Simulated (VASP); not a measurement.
Runs of VASP 6.6.1 on Rb. The structure is tetragonal, space group I4/mmm (No. 139). Conventional cell: a = 5.909 Å, b = 5.909 Å, c = 5.462 Å, α = 90.00°, β = 90.00°, γ = 90.00°. This isn't the form of Rb at room conditions, which is bcc.

| level | cell | smearing | gap on the mesh (eV) | pressure (GPa) |
| --- | --- | --- | --- | --- |
| BLYP | as given | gaussian 0.025 eV | none | 0.0 |
| PBE | volume scaled by 1.04 | fermi-dirac 0.05 eV | none | -0.2 |
| PBE | volume scaled by 0.98 | fermi-dirac 0.05 eV | none | (a) |
| PBE | volume scaled by 0.96 | fermi-dirac 0.05 eV | none | 0.0 |
| PBE | volume scaled by 0.94 | fermi-dirac 0.05 eV | none | 0.0 |

Alike in all rows: task single point; potentials or basis VASP PAW PBE potentials, release 64 (Rb_sv); no spin polarisation; k mesh 7 × 7 × 7; cutoff (eV) 520.

Problem. Fill in the values left out.

Solution. (a) -0.1.

Caveats: the PAW data sets were made with another functional, which shifts forces and pressure a little (some runs).

A k mesh can miss the band edges, and the runs leave out spin-orbit coupling on Rb.

A gap of «none» marks a metal or a gap under the smearing width.
